## Why a stretched crystal gets softer: Ta₂N

Ta₂N loses about a third of its stiffness when its volume grows from about 5 % below the equilibrium value to about 5 % above it. The cause is that its atoms resist being pushed together more strongly than they resist being pulled apart. Part of the bending of the pressure curve is plain geometry, but the larger part comes from the forces between the atoms, which do not follow the law of an ideal spring.

ABACUS 3.10.1, PBE without spin polarisation, spin–orbit coupling or dispersion correction, for Ta₂N (P-3m1). Plane waves to 1142.88 eV, PseudoDojo NC SR 0.4.1 PBE standard pseudopotentials, 10×10×6 k mesh, Fermi–Dirac smearing of 0.05 eV. Cell shape and fractional coordinates are fixed; energies are counted from the minimum of the fitted curve.

| volume (Å³/atom) | energy (meV/atom) | pressure (GPa) |
| --- | --- | --- |
| 12.80 | 40.40 | 18.100 |
| 13.08 | 15.82 | 10.910 |
| 13.35 | 2.84 | 4.450 |
| 13.62 | 0.27 | -1.350 |
| 13.89 | 7.07 | -6.570 |
| 14.17 | 22.27 | -11.250 |
| 14.44 | 45.03 | -15.460 |

The energies come from density-functional theory for fixed nuclei without spin polarisation, and they are counted from the minimum of a smooth curve through the seven points. That minimum lies at 13.557 Å³ per atom. Positive pressure means that the crystal pushes outward, negative pressure that it pulls inward. The shape of the cell and the relative positions of the atoms are held fixed, so every distance in the crystal scales with the cube root of the volume.

### Falling stiffness

The volume rises in almost equal steps, yet the pressure does not fall in equal steps. The first step lowers it by 18.10 − 10.91 = 7.19 GPa, the last by only 15.46 − 11.25 = 4.21 GPa. The proper measure of stiffness is the bulk modulus, $B=-V\,dP/dV$, where $V$ is the volume per atom and $P$ the pressure. Taken between neighbouring rows, it falls at every step, from about 341 GPa at the compressed end to about 221 GPa at the stretched end.

Two limits show why it must fall in the long run. If a crystal is pulled apart far enough, its atoms become free and no force is left, so the stiffness has to vanish. If it is squeezed hard, the electron shells overlap, the electrons are confined to less space, and their kinetic energy rises steeply. Equilibrium lies between these limits, where a steep repulsion balances a bonding attraction that varies more gently with distance.

Moving inward from equilibrium therefore strengthens the repulsion faster than the attraction, and the crystal hardens. Moving outward removes the repulsion quickly, and with it the source of the stiffness: a pull that weakens as the atoms separate lowers the stiffness instead of adding to it. This explanation is argued from the two limits and not computed here. The table supports its consequence, the falling stiffness, but total energies do not tell how much of it belongs to Ta–N contacts and how much to Ta–Ta contacts.

### Geometry or real softening?

A curve drawn against volume could bend even if every contact were an ideal spring, because a spring responds to length and not to volume. The two effects can be separated by comparing three simple solids. All three have the same equilibrium volume $V_0$ and the same bulk modulus $B_0$ at that volume. They differ only in the quantity in which the energy is a perfect parabola.

Let $u=(V/V_0)^{1/3}$ be the factor by which all lengths have changed, and let the energy per atom be

$$E=\frac{9B_0V_0}{2s^2}\,(u^s-1)^2 .$$

The choice $s=3$ gives a parabola in volume, $s=1$ a parabola in length, and $s=-2$ a parabola in the inverse square of the length. The prefactor ensures that all three have the same curvature at the minimum. Expanding about the minimum gives the rate at which the bulk modulus changes with pressure:

$$\left.\frac{dB}{dP}\right|_{V_0}=2-s .$$

The parabola in volume has a slope of −1, so its stiffness would grow on stretching, which is the opposite of what the table shows. The parabola in length has a slope of +1. It describes any network of ideal springs, even one whose springs are under tension at equilibrium, because scaling all lengths together leaves the energy quadratic in $u$. Such a crystal would soften on stretching, but only slightly.

The computed crystal softens much more. Between the first and the last interval its stiffness changes by 4.3 GPa for each GPa of pressure, about four times the rate of the ideal network. Geometry accounts for the change from −1 to +1, and the rest requires an energy that is not quadratic in the distances. This comparison is the evidence that the interactions themselves stiffen on compression and weaken on stretching.

### An estimate for the most compressed row

The third solid, with $s=-2$, has a slope of +4 and comes close to the computed crystal. It is the second-order Birch–Murnaghan equation. An inverse square magnifies changes at short distance and damps them at long distance, which is the asymmetry that the balance of forces demands. Differentiating the energy gives

$$P=\tfrac{3}{2}B_0\left[\left(\frac{V_0}{V}\right)^{7/3}-\left(\frac{V_0}{V}\right)^{5/3}\right].$$

The most compressed cell lies 0.752 Å³ per atom below the minimum, so that $V_0/V=13.557/(13.557-0.752)=1.0587$. The two powers are 1.1424 and 1.0998, and their difference is 0.0426. With $B_0=280.7$ GPa the pressure becomes $1.5\times280.7\times0.0426\approx17.9$ GPa. The table has 18.1 GPa.

The estimate uses $V_0$ and $B_0$ from the curve through all seven energies, this row included, but nothing was adjusted to the pressures. At both ends of the series it errs by about 1 % of the pressure, whereas the parabola in length errs by about 10 %. The small error that remains has a simple origin: near the minimum the bulk modulus of the computed crystal changes with pressure at a rate of 4.32 instead of 4. The output printed after this text compares the three solids row by row.

The success of the inverse square does not make it a law of force. Pulled apart completely, this model solid would level off at $\tfrac{9}{8}B_0V_0$, about 27 eV per atom, several times the usual binding energy of a solid. The formula is a good description close to the minimum, where only the first departure from a parabola matters.

### Two rows that look irregular

The highest energy in the table belongs to the most stretched cell, 45.0 meV per atom, and not to the most compressed one, 40.4 meV. This seems to contradict the claim that compression is the harder direction. The two cells, however, are not equally far from equilibrium: the stretched one is 0.88 Å³ per atom away, the compressed one 0.75. Because the energy grows roughly as the square of the distance, the extra distance outweighs the softer response.

A fair comparison takes equal distances. Stretching the crystal by the same 0.75 Å³ would cost about 33 meV per atom, as interpolation between the rows shows. Compression is thus about a fifth more expensive than stretching by the same volume. Part of this is geometry, since even ideal springs cost more when the volume shrinks than when it grows by the same amount. The rest comes from the interactions, which stiffen on compression.

The row at 13.62 Å³ is the other surprise. Its energy is almost zero, 0.27 meV per atom, yet its pressure is clearly negative, −1.35 GPa. This cell is about 0.5 % larger than the equilibrium cell. Near a minimum the energy grows with the square of the displacement, while the pressure grows in direct proportion to it, so a small displacement hardly appears in the energy but is plain in the pressure.

### What the stiffness means in use

Near the minimum, a change of 1 % in all lengths takes about 8.4 GPa, since the volume then changes by 3 %. Tantalum nitrides serve in electronics as diffusion barriers around copper wiring and as thin-film resistors, where small strains can accompany large stresses. A film on a substrate is strained mainly in its plane and can adjust its thickness, so the present curve gives the scale of its stress and not the stress itself.

For a uniform change of volume, a practical rule follows. Start from the bulk modulus at equilibrium, add about 4 GPa for each GPa of pressure, and subtract as much for each GPa of tension. The rule is meant for the range of pressures in the table. What remains open for Ta₂N is how much of its stiffness depends on the frozen shape: if the ratio of the cell edges and the height of the tantalum layers could adjust at each volume, the crystal could find cheaper ways to give way, and only a calculation with both set free can say whether it becomes noticeably softer.

Numerical output:

```
Shape of the curve:
    row  Ta-N in A  distance from minimum in A3/atom  energy per squared distance in meV/A6 times atom  stiffness from row before in GPa
   12.8      2.139                           -0.7517                                             71.49                               n/a
  13.08      2.154                           -0.4793                                             68.86                             341.5
  13.35      2.169                           -0.2069                                             66.37                             313.3
  13.62      2.184                           0.06558                                             62.78                             287.1
  13.89      2.198                             0.338                                             61.88                             263.6
  14.17      2.213                            0.6105                                             59.76                               241
  14.44      2.227                            0.8829                                             57.77                               221
Pressures of three springs in GPa:
    row  volume spring   its miss  length spring   its miss  inverse-square spring   its miss
   12.8          15.56     -2.537          16.47     -1.625                  17.95    -0.1527
  13.08          9.923    -0.9874          10.29    -0.6242                  10.86   -0.05339
  13.35          4.282    -0.1675          4.349    -0.1012                   4.45  0.0002759
  13.62         -1.358  -0.007654         -1.351  -0.001117                 -1.341   0.008628
  13.89         -6.998    -0.4278         -6.827    -0.2574                  -6.58  -0.009822
  14.17         -12.64     -1.388         -12.09    -0.8425                 -11.32   -0.06964
  14.44         -18.28     -2.818         -17.16     -1.698                 -15.61    -0.1495
Ta-N contact at the fitted minimum in A: 2.18
Pressure for 1 % change of all lengths near the minimum in GPa: 8.42
Energy of the most compressed row in meV/atom: 40.4
Energy at the same distance on the stretched side, interpolated, in meV/atom: 33.19
Extra cost of compression at equal distance in %: 21.73
Fall of stiffness from the first to the last interval in %: 35.28
Change of stiffness per change of pressure between the end intervals: 4.325
Largest miss of the inverse-square spring in GPa: 0.1527
Largest miss with the fitted modulus slope included in GPa: 0.01597
Largest gap between energy slope and mean pressure of neighbouring rows in GPa: 0.05042
```
